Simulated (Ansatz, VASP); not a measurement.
# Cross-check of Zn27S26 (V_S) between VASP and Ansatz

One calculation is typed for both programs; each brings its own data sets. How far apart do they land? Of the first pair: The structure shown is the start of the Ansatz relaxation below; VASP solves that cell, so the two are compared at the walk's first step.

Program: Ansatz 0.2.0. Level of theory: plane waves, with VASP 6.6.1 beside it; single point at r2SCAN. Results are calculated unless marked as measured.

## (1) Set-up

The cell holds 53 atoms: 27 Zn and 26 S. Its edges and angles: a = 11.092 Å, b = 11.092 Å, c = 11.092 Å, α = 60.0°, β = 60.0°, γ = 60.0°. It derives from ZnS (ZnS (F-43m)). Nearest the centre at fractional (0.250, 0.583, 0.583): Zn18 at 2.23 Å, Zn9 at 2.23 Å, Zn17 at 2.28 Å, Zn15 at 2.31 Å, S52 at 3.66 Å, S50 at 3.70 Å, S30 at 3.70 Å, S31 at 3.71 Å. The cell carries charge −1.

## (2) Ansatz: relaxation, r2SCAN

Ansatz runs on its PAW soft_1 files.

The two programs are compared at the cell with which this relaxation starts, whose forces are those of its first step.

Input file input.yaml:

```yaml
crystal:
  lattice:
    - [0.0, 7.84291917, 7.84291917]
    - [7.84291917, 0.0, 7.84291917]
    - [7.84291917, 7.84291917, 0.0]
  atoms:
    - { symbol: Zn, position: [0.0, 0.0, 0.0] }
    - { symbol: S, position: [0.25, 0.25, 0.25] }
    - { symbol: Zn, position: [0.0, 0.0, 0.33333333] }
    - { symbol: S, position: [0.25, 0.25, 0.58333333] }
    - { symbol: Zn, position: [0.0, 0.0, 0.66666667] }
    - { symbol: S, position: [0.25, 0.25, 0.91666667] }
    - { symbol: Zn, position: [0.0, 0.33333333, 0.0] }
    - { symbol: S, position: [0.25, 0.58333333, 0.25] }
    - { symbol: Zn, position: [0.0, 0.33333333, 0.33333333] }
    - { symbol: Zn, position: [0.0, 0.33333333, 0.66666667] }
    - { symbol: S, position: [0.25, 0.58333333, 0.91666667] }
    - { symbol: Zn, position: [0.0, 0.66666667, 0.0] }
    - { symbol: S, position: [0.25, 0.91666667, 0.25] }
    - { symbol: Zn, position: [0.0, 0.66666667, 0.33333333] }
    - { symbol: S, position: [0.25, 0.91666667, 0.58333333] }
    - { symbol: Zn, position: [0.0, 0.66666667, 0.66666667] }
    - { symbol: S, position: [0.25, 0.91666667, 0.91666667] }
    - { symbol: Zn, position: [0.33333333, 0.0, 0.0] }
    - { symbol: S, position: [0.58333333, 0.25, 0.25] }
    - { symbol: Zn, position: [0.33333333, 0.0, 0.33333333] }
    - { symbol: S, position: [0.58333333, 0.25, 0.58333333] }
    - { symbol: Zn, position: [0.33333333, 0.0, 0.66666667] }
    - { symbol: S, position: [0.58333333, 0.25, 0.91666667] }
    - { symbol: Zn, position: [0.33333333, 0.33333333, 0.0] }
    - { symbol: S, position: [0.58333333, 0.58333333, 0.25] }
    - { symbol: Zn, position: [0.33333333, 0.33333333, 0.33333333] }
    - { symbol: S, position: [0.58333333, 0.58333333, 0.58333333] }
    - { symbol: Zn, position: [0.33333333, 0.33333333, 0.66666667] }
    - { symbol: S, position: [0.58333333, 0.58333333, 0.91666667] }
    - { symbol: Zn, position: [0.33333333, 0.66666667, 0.0] }
    - { symbol: S, position: [0.58333333, 0.91666667, 0.25] }
    - { symbol: Zn, position: [0.33333333, 0.66666667, 0.33333333] }
    - { symbol: S, position: [0.58333333, 0.91666667, 0.58333333] }
    - { symbol: Zn, position: [0.33333333, 0.66666667, 0.66666667] }
    - { symbol: S, position: [0.58333333, 0.91666667, 0.91666667] }
    - { symbol: Zn, position: [0.66666667, 0.0, 0.0] }
    - { symbol: S, position: [0.91666667, 0.25, 0.25] }
    - { symbol: Zn, position: [0.66666667, 0.0, 0.33333333] }
    - { symbol: S, position: [0.91666667, 0.25, 0.58333333] }
    - { symbol: Zn, position: [0.66666667, 0.0, 0.66666667] }
    - { symbol: S, position: [0.91666667, 0.25, 0.91666667] }
    - { symbol: Zn, position: [0.66666667, 0.33333333, 0.0] }
    - { symbol: S, position: [0.91666667, 0.58333333, 0.25] }
    - { symbol: Zn, position: [0.66666667, 0.33333333, 0.33333333] }
    - { symbol: S, position: [0.91666667, 0.58333333, 0.58333333] }
    - { symbol: Zn, position: [0.66666667, 0.33333333, 0.66666667] }
    - { symbol: S, position: [0.91666667, 0.58333333, 0.91666667] }
    - { symbol: Zn, position: [0.66666667, 0.66666667, 0.0] }
    - { symbol: S, position: [0.91666667, 0.91666667, 0.25] }
    - { symbol: Zn, position: [0.66666667, 0.66666667, 0.33333333] }
    - { symbol: S, position: [0.91666667, 0.91666667, 0.58333333] }
    - { symbol: Zn, position: [0.66666667, 0.66666667, 0.66666667] }
    - { symbol: S, position: [0.91666667, 0.91666667, 0.91666667] }
  host:
    repeats: [3, 3, 3]
    atoms:
      - { symbol: Zn, position: [0.0, 0.0, 0.0] }
      - { symbol: S, position: [0.75, 0.75, 0.75] }
total_charge: -1
basis:
  ecutwfc: 500
  xc_grid: 2
hamiltonian:
  xc: r2scan
  pseudopotentials: { kind: paw, azcp: { folder: soft_1 } }
kpoints:
  mp_grid: { grid: [1, 1, 1], shift: [0.25, 0.25, 0.25] }
magnetization:
  spin_polarized: true
  initial_magnetization: 1
  spin_locking: { lock_magnetization: hard }
scf:
  occupations: { method: fixed }
  max_iter: 80
output:
  forces: true
  charged_corrections:
    epsilon: 6.09
    static_epsilon: 9.21
    defect_position: [0.25, 0.583333, 0.583333]
relax:
  f_tol: 0.02
  max_steps: 80
  random_displacement: { amplitude: 0.05, seed: 5640 }
checkpoint:
  write: "../qm1_M1.relax.run"
  compress: false
  write_wavefunctions: true
  write_every: 100000
```

On the command line:

```bash
$ ansatz run input.yaml --threads 4 --pin off --max-ram 15073MiB --backend cpu --events-out ev --progress --plain --runs-dir out
```

Numbers of over 12 decimals in the logs are rounded to 6 here.

Output:

```text
Warning: This run holds its total moment fixed (magnetization.spin_locking.lock_magnetization: hard) and mixes its density by anderson or broyden (scf.mixing.algorithm, typed or taken by auto). Slabs with a fixed moment have converged under broyden above another state at the same moment, at the default mixing steps and at smaller ones, and under scf.lower_state_search: standard, light or off a state that such a mixer [...]
Engine: ansatz 0.2.0, aarch64-unknown-linux-gnu
Pseudopotentials: kind: paw
Pseudopotential: Zn, paw, valence charge 12, recommended cutoff 500 eV (meta_gga), soft_1/Zn.paw.azcp
Pseudopotential: S, paw, valence charge 6, recommended cutoff 500 eV (meta_gga), soft_1/S.paw.azcp
Functional definition: r2SCAN
  parameter k0 = 0.174
  parameter k1 = 0.065
  parameter a1 = 4.9479
  exchange = r2scan_x(k0 = k0, k1 = k1, a1 = a1)
  correlation = r2scan_c
Crystal: 53 atoms, lattice volume = 964.858 Å³
Basis set: ecut = 500 eV, 24357 PW (Γ), exchange–correlation on 162×162×162 points (8 copies of the dense FFT grid, shifted against one another)
Bands: 294, of which v1, the nominal top of the filled ones, is band 241 counted from 1 (240 counted from 0)
Symmetry: 1 space group operations
k-points: 1
Non-local potential: Zn, projectors of the file, l = 0: 2, l = 1: 2, l = 2: 3, l = 3: 1
Non-local potential: S, projectors of the file, l = 0: 2, l = 1: 2, l = 2: 1
PAW form: soft (Blöchl's): semilocal exchange-correlation on the pseudo side does not see the compensation charge
PAW frozen core: Zn, regenerated for the run's functional (the file was generated under x = pbe(κ = 0.804, μ = 0.219515), c = pbe(β = 0.066725))
PAW frozen core: S, regenerated for the run's functional (the file was generated under x = pbe(κ = 0.804, μ = 0.219515), c = pbe(β = 0.066725))
PAW one-centre angular grid: Zn, 590 points (default); XC on 160 Gauss nodes
PAW one-centre angular grid: S, 302 points (default); XC on 160 Gauss nodes
Initial density: superposition of atomic densities (chi_scale 0.1, normalization cell, long waves kept (reshape's long-wave potential 0.16 eV rms))
Starting moments: Σ|m| = 1 μB on 53 of 53 sites
Initial wavefunctions: pseudopotential atomic-orbital guess
Functional: x = r2scan, c = r2scan; τ floored in thin density (d = 2e-4 eV/Å³)
iter 1 solved again at ethr=2.86e-3 eV; its pass at ethr=3.10e-3 eV (dr2=1.38e1 eV) is discarded
SCF iter   1: F=—  HF=-113377.890434 eV  |F-HF|=—  |Δ(HF+E_count)|=         —  Δρ=2.34e-2 (↑2.19e-2 ↓2.34e-2)  dr2=1.38e1  dr2_τ=1.39e-1  dr2_m=4.45e-2  M=1.000 μB ∫|m|=1.018 μB  β_m=1.20  ethr=2.86e-3  ⟨swp⟩=1.0  Hψ=2814  notcnv=0  defer=92
preconditioner: auto → Resta (q_TF=auto, 2.429 Å⁻¹)  ε∞=5.7  [insulator: Δε(μ)=0.526 eV  Ē_g=12.108 eV  n_scr=258 (ndim 8)  ℏωp=26.2 eV  f_vac=0.001  ε∞_Penn≈5.7]
spin=Collinear: Resta preconditioning applied to the charge; magnetization (m = ρ↑ − ρ↓) channel mixes plain (no charge-response kernel on spin).
SCF iter   2: F=—  HF=-113377.862154 eV  |F-HF|=—  |Δ(HF+E_count)|=   2.83e-2  Δρ=1.46e-2 (↑1.46e-2 ↓1.44e-2)  dr2=6.79e0  dr2_τ=1.05e-2  dr2_m=4.02e-3  M=1.000 μB ∫|m|=1.112 μB  β_m=1.20  ethr=2.86e-3  ⟨swp⟩=3.5  Hψ=917  notcnv=0  defer=100  κ⁻¹=1.0e0(r=1)
SCF iter   3: F=—  HF=-113377.727026 eV  |F-HF|=—  |Δ(HF+E_count)|=   1.35e-1  Δρ=5.51e-3 (↑5.27e-3 ↓5.51e-3)  dr2=1.16e0  dr2_τ=2.93e-3  dr2_m=9.73e-3  M=1.000 μB ∫|m|=1.169 μB  β_m=1.20  ethr=1.41e-3  ⟨swp⟩=4.0  Hψ=1132  notcnv=0  defer=101  κ⁻¹=6.5e-2(r=2)
SCF iter   4: F=—  HF=-113377.773455 eV  |F-HF|=—  |Δ(HF+E_count)|=   4.64e-2  Δρ=2.23e-3 (↑2.23e-3 ↓2.19e-3)  dr2=1.67e-1  dr2_τ=6.93e-4  dr2_m=3.98e-3  M=1.000 μB ∫|m|=1.123 μB  β_m=1.20  ethr=2.42e-4  ⟨swp⟩=3.5  Hψ=831  notcnv=0  defer=103  κ⁻¹=1.8e-2(r=3)
SCF iter   5: F=—  HF=-113377.807367 eV  |F-HF|=—  |Δ(HF+E_count)|=   3.39e-2  Δρ=1.37e-3 (↑1.37e-3 ↓1.36e-3)  dr2=7.38e-2  dr2_τ=2.31e-4  dr2_m=4.40e-4  M=1.000 μB ∫|m|=1.101 μB  β_m=1.20  ethr=3.48e-5  ⟨swp⟩=3.0  Hψ=809  notcnv=0  defer=101  κ⁻¹=4.1e-3(r=4)
SCF iter   6: F=—  HF=-113377.814539 eV  |F-HF|=—  |Δ(HF+E_count)|=   7.17e-3  Δρ=5.19e-4 (↑4.14e-4 ↓5.19e-4)  dr2=9.59e-3  dr2_τ=4.53e-5  dr2_m=2.25e-4  M=1.000 μB ∫|m|=1.091 μB  β_m=1.20  ethr=1.53e-5  ⟨swp⟩=4.5  Hψ=1089  notcnv=0  defer=103  κ⁻¹=1.0e-3(r=5)
[...]
k-point 0 ↓: bands = [... 237 lower, 6.1335, 6.5235, 6.5238, 9.2379, 9.9761, 10.2182, 10.3953, 10.5420, ... 49 higher]
--- Relaxed structure (15 steps of the walk, 12 accepted, 0 SCFs on fresh bases) ---
  F+E_penalty+E_count = -113380.68322019 eV   max|allowed force component| = 9.143e-3 eV/Å
  atoms:
    - { symbol: Zn, position: [1.5433729877581726e-5, -0.000137126, -0.00138575] }
    - { symbol: S, position: [0.248692, 0.246261, 0.245111] }
    - { symbol: Zn, position: [0.00514539, -0.00470451, 0.333331] }
    - { symbol: S, position: [0.251134, 0.251442, 0.580637] }
    - { symbol: Zn, position: [-0.00246935, 0.00667506, 0.662608] }
    - { symbol: S, position: [0.255541, 0.259706, 0.893048] }
    - { symbol: Zn, position: [0.00501254, 0.334810, -0.00614729] }
    - { symbol: S, position: [0.251154, 0.581696, 0.250805] }
    - { symbol: Zn, position: [-0.00224668, 0.333913, 0.332615] }
    - { symbol: Zn, position: [0.000493118, 0.341768, 0.661544] }
    - { symbol: S, position: [0.248178, 0.585170, 0.917822] }
    - { symbol: Zn, position: [-0.00256795, 0.663837, 0.00572463] }
    - { symbol: S, position: [0.255681, 0.893899, 0.258580] }
    - { symbol: Zn, position: [0.000440856, 0.662955, 0.340734] }
    - { symbol: S, position: [0.248291, 0.918673, 0.583799] }
    - { symbol: Zn, position: [0.072219, 0.654797, 0.653513] }
    - { symbol: S, position: [0.250782, 0.917953, 0.916831] }
    - { symbol: Zn, position: [0.329949, 0.00387192, 0.00281374] }
    - { symbol: S, position: [0.582275, 0.250383, 0.249140] }
    - { symbol: Zn, position: [0.329594, -0.00541041, 0.333689] }
    - { symbol: S, position: [0.576163, 0.254591, 0.582468] }
    - { symbol: Zn, position: [0.334735, 0.000276491, 0.665667] }
    - { symbol: S, position: [0.581759, 0.251237, 0.915241] }
    - { symbol: Zn, position: [0.329494, 0.335117, -0.00654859] }
    - { symbol: S, position: [0.575986, 0.583808, 0.253593] }
    - { symbol: Zn, position: [0.329509, 0.331126, 0.330023] }
    - { symbol: S, position: [0.560726, 0.591582, 0.590382] }
    - { symbol: Zn, position: [0.320336, 0.389454, 0.624812] }
    - { symbol: S, position: [0.585740, 0.583753, 0.914168] }
    - { symbol: Zn, position: [0.334563, 0.666899, -0.00023431] }
    - { symbol: S, position: [0.581823, 0.916528, 0.249937] }
    - { symbol: Zn, position: [0.320229, 0.625595, 0.389182] }
    - { symbol: S, position: [0.585815, 0.915229, 0.582499] }
    - { symbol: Zn, position: [0.294516, 0.665202, 0.664286] }
    - { symbol: S, position: [0.582638, 0.917548, 0.916232] }
    - { symbol: Zn, position: [0.666562, 0.000460041, -0.000846912] }
    - { symbol: S, position: [0.920933, 0.247247, 0.245869] }
    - { symbol: Zn, position: [0.666599, -0.000213001, 0.331828] }
    - { symbol: S, position: [0.910822, 0.258139, 0.583456] }
    - { symbol: Zn, position: [0.669436, 0.000579022, 0.664130] }
    - { symbol: S, position: [0.917354, 0.250714, 0.914358] }
    - { symbol: Zn, position: [0.666603, 0.333010, -0.00145302] }
    - { symbol: S, position: [0.910805, 0.584731, 0.257140] }
    - { symbol: Zn, position: [0.669387, 0.332679, 0.331293] }
    - { symbol: S, position: [0.927480, 0.591403, 0.590468] }
    - { symbol: Zn, position: [0.659127, 0.341187, 0.663080] }
    - { symbol: S, position: [0.922620, 0.585291, 0.909087] }
    - { symbol: Zn, position: [0.669243, 0.665574, -0.000509645] }
    - { symbol: S, position: [0.917352, 0.915707, 0.249442] }
    - { symbol: Zn, position: [0.659083, 0.664478, 0.339967] }
    - { symbol: S, position: [0.922733, 0.910154, 0.583888] }
    - { symbol: Zn, position: [0.672861, 0.662776, 0.661626] }
    - { symbol: S, position: [0.916978, 0.916499, 0.915358] }
```

The column dr2 measures how far the density is from self-consistency, as an energy; F and HF (Harris–Foulkes) agree once it is small.

## (3) VASP: single point, r2SCAN, start cell, pair 1

The same cell, functional and mesh now go to VASP, with its own data sets.

Lines of VASP's logs that name or quote its potential files are left out, and so is its time.

Input file INCAR:

```
SYSTEM = Zn27S26
PREC = Accurate
ENCUT = 440
EDIFF = 1E-06
NELM = 200
ISMEAR = 0
SIGMA = 0.01
LREAL = Auto
ALGO = Normal
METAGGA = R2SCAN
LASPH = .TRUE.
NELECT = 481
NBANDS = 278
ISPIN = 2
MAGMOM = 0 0 -0 0 -0 -0 -0 -0 0.05 -0 0 0.01 0 -0 0.05 0.01 0.05 0.09 0 0 0 0 -0 0 0 0 0 0 0.03 -0 0.03 0.03 -0 0.03 0 -0 0.02 -0 0.02 0 0 -0 0 -0 0 0 0 0 0 0.02 0 0.02 -0
LORBIT = 11
LWAVE = .FALSE.
LCHARG = .FALSE.
ISIF = 2
ISYM = 0
NUPDOWN = 1
GGA_COMPAT = .FALSE.
LMIXTAU = .TRUE.
```

Input file POSCAR:

```
Zn27S26
1.0
    0.0000000000      7.8429191667      7.8429191667
    7.8429191667      0.0000000000      7.8429191667
    7.8429191667      7.8429191667      0.0000000000
Zn S
27 26
Direct
    0.0044457299      0.9979027579      0.0014450614
    0.9946153340      0.0029427181      0.3346173082
    0.9987047552      0.0053628629      0.6636497699
    0.0052133650      0.3307440693      0.9974002027
    0.0028213985      0.3360752475      0.3283507002
    0.9955244343      0.3341371299      0.6659310633
    0.0026872010      0.6623350808      0.0034017308
    0.0004658980      0.6704082865      0.3282652728
    0.0036056728      0.6628348310      0.6642368599
    0.3375577312      0.9952937166      0.9997252299
    0.3288804137      0.9997711949      0.3334603410
    0.3329730862      0.9984077357      0.6633961016
    0.3357784192      0.3316683425      0.0035841247
    0.3303223513      0.3333805238      0.3385018312
    0.3366949147      0.3283064565      0.6663404134
    0.3356280926      0.6694013910      0.9947239033
    0.3309890036      0.6649805881      0.3318713281
    0.3344452422      0.6659113640      0.6620853651
    0.6614715630      0.0021512398      0.0000399086
    0.6670877117      0.9946744319      0.3355902240
    0.6653523885      0.0024357002      0.6620838351
    0.6696321725      0.3352432869      0.9947060528
    0.6721793108      0.3315344637      0.3317230415
    0.6617569160      0.3359528441      0.6659339321
    0.6650222818      0.6721460324      0.9986123789
    0.6630227712      0.6640201039      0.3359422613
    0.6693356630      0.6617441019      0.6659565640
    0.2486071778      0.2525040687      0.2454559277
    0.2542484447      0.2461156311      0.5812227441
    0.2449622977      0.2502887583      0.9176438450
    0.2547504899      0.5792847540      0.2488007920
    0.2486679333      0.5856498585      0.9202375221
    0.2499700632      0.9186361413      0.2448539835
    0.2504320723      0.9215402258      0.5795337684
    0.2448884732      0.9165613399      0.9199442640
    0.5794350807      0.2503120915      0.2548686857
    0.5854863989      0.2465996983      0.5873969121
    0.5872694723      0.2514111083      0.9118880162
    0.5837717313      0.5797911981      0.2481542215
    0.5862330597      0.5823646021      0.5862039889
    0.5843324281      0.5875281770      0.9161384744
    0.5811833455      0.9215048436      0.2507771607
    0.5802421144      0.9209524982      0.5802859756
    0.5847739729      0.9161451046      0.9205587673
    0.9152766142      0.2473625520      0.2485754932
    0.9142470230      0.2554785352      0.5820227651
    0.9160844766      0.2553520516      0.9139050585
    0.9145651444      0.5878809155      0.2512823935
    0.9133226223      0.5835222068      0.5814147007
    0.9137586845      0.5881896016      0.9138615798
    0.9134114923      0.9219495122      0.2487824315
    0.9182205435      0.9111826028      0.5848347283
    0.9129686087      0.9180432498      0.9144824583
```

Input file KPOINTS:

```
Points of the shifted mesh
1
Reciprocal
 0.2500000000  0.2500000000  0.2500000000 1
```

PAW data sets: Zn and S (PBE family, release 64).

On the command line:

```bash
$ export OMP_NUM_THREADS=3
$ mpirun -np 1 vasp_std
```

Output:

```text
[banner, memory and clock lines left out]
running    1 mpi-ranks, on    1 nodes
[...]
Offloading initialized ...    1 GPUs detected
[...]
|                                                                             |
|               ----> ADVICE to this user running VASP <----                  |
|                                                                             |
|     You enforced a specific xc type in the INCAR file but a different       |
|     [... a line on the potential file left out ...]
|     I HOPE YOU KNOW WHAT YOU ARE DOING!                                     |
|                                                                             |

 LDA part: xc-table for (None), standard interpolation
 POSCAR, INCAR and KPOINTS ok, starting setup
[...]
entering main loop
       N       E                     dE             d eps       ncg     rms          rms(c)
DAV:   1     0.451964424960E+04    0.45196E+04   -0.19298E+05  1112   0.198E+03
DAV:   2     0.434793434270E+03   -0.40849E+04   -0.39676E+04  1112   0.523E+02
DAV:   3    -0.474264934970E+03   -0.90906E+03   -0.86381E+03  1180   0.207E+02
DAV:   4    -0.565083660036E+03   -0.90819E+02   -0.89411E+02  1240   0.670E+01
DAV:   5    -0.567996192109E+03   -0.29125E+01   -0.28691E+01  1232   0.116E+01BRMIX: very serious problems
 the old and the new charge density differ
 old charge density:   480.00000 new  481.00000
    0.481E+01
DAV:   6    -0.485533566374E+03    0.82463E+02   -0.52293E+01  1328   0.593E+01    0.390E+01
DAV:   7    -0.485452499950E+03    0.81066E-01   -0.34072E+01  1288   0.196E+01    0.204E+01
DAV:   8    -0.486049239644E+03   -0.59674E+00   -0.23551E+00  1224   0.594E+00    0.704E+00
DAV:   9    -0.485751737063E+03    0.29750E+00   -0.14690E+00  1320   0.732E+00    0.358E+00
[...]
DAV:  20    -0.485744019843E+03    0.35092E-05   -0.41575E-06   864   0.908E-03    0.105E-02
DAV:  21    -0.485744014306E+03    0.55376E-05   -0.55589E-07   592   0.476E-03    0.645E-03
DAV:  22    -0.485744013930E+03    0.37596E-06   -0.28589E-07   592   0.374E-03
   1 F= -.48574401E+03 E0= -.48574401E+03  d E =-.924801E-13  mag=     1.0000
```

Parts of OUTCAR (step 3):

```text
  FREE ENERGIE OF THE ION-ELECTRON SYSTEM (eV)
  ---------------------------------------------------
  free  energy   TOTEN  =      -485.7440139298 eV

  energy  without entropy=     -485.7440139298  energy(sigma->0) =     -485.74401393

 magnetization (x)
# of ion       s       p       d       tot
------------------------------------------
    1        0.001   0.000  -0.000   0.001
    2        0.001   0.000   0.000   0.001
    3        0.004   0.001   0.000   0.005
    4        0.001   0.000   0.000   0.001
    5        0.002  -0.000  -0.000   0.001
    6        0.001   0.000  -0.000   0.001
    7        0.004   0.001   0.000   0.005
    8        0.001   0.000  -0.000   0.002
    9        0.012   0.010   0.001   0.024
   10       -0.000   0.000   0.000   0.001
   11        0.004   0.001   0.000   0.004
   12        0.009   0.003   0.001   0.012
   13        0.004   0.001   0.000   0.004
[...]
--------------------------------------------------
tot          0.336   0.157   0.000   0.493

[... 2 further parts left out ...]
[key lines of the parts left out:]
E-fermi :   3.8390
```

The cell is charged against a uniform background.

The run ends at a pressure of 10.63 GPa, with forces up to 1.5 eV/Å.

(Part 1 of 2 ends here.)

[Lines on the potential files, build, host, timing and source positions are cut from VASP's logs without a mark.]

[Logs are printed without paths, hosts, clocks, repeated set-up lines and the standing remarks that a program may print on its own settings, such as how far it seeks lower states.]

[Hosts, paths, dates, database ids (printed as entryN), source tags and the programs' standing remarks are cut or masked in the printed files.]
